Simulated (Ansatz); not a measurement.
Runs of Ansatz 0.2.0 on Ge. The structure is hexagonal, space group P6_3/mmc (No. 194). The conventional cell has a = 3.998 Å, b = 3.998 Å, c = 6.599 Å, α = 90.00°, β = 90.00°, γ = 120.00°. Ge (site symmetry 3m) is surrounded by 4 Ge at 2.45 to 2.47 Å. This isn't the form of Ge at room conditions, which is diamond.

```tsv
task	level	cell	k mesh	smearing	points for each segment of the path	atoms under strain	gap on the mesh (eV)	pressure (GPa)	largest force (eV/Å)
single point	PBE	as given	8 × 8 × 4	gaussian 0.011 eV	-	-	0.13	(b)	(c)
band structure	PBE	as given	8 × 8 × 4	fermi-dirac 0.05 eV	14	-	-	2.9	0.01
elastic constants	LDA	as given	6 × 6 × 3	fermi-dirac 0.05 eV	-	relaxed	0.28	(a)	-
relaxation of cell and atoms	PBE	relaxed	8 × 8 × 4	fermi-dirac 0.05 eV	-	-	0.10	0.0	-
```

Alike in all rows: potentials or basis Ansatz PAW; no spin polarisation; cutoff (eV) 420.

Q: Fill in the values left out.

A: (a) -1.8; (b) 3.0; (c) 0.02.

Caveats: odd divisions of the mesh miss points on the zone boundary, where band edges often lie, so the gap on the mesh can be too wide (some runs); the PAW data sets come from PBE, with cores solved anew for the run's functional, which leaves a small shift of forces and pressure (some runs); the plane-wave basis is chosen anew once the cell has moved, so the energies of steps on either side of that aren't comparable (some runs).

A k mesh can miss the band edges, and the runs leave out spin-orbit coupling on Ge.
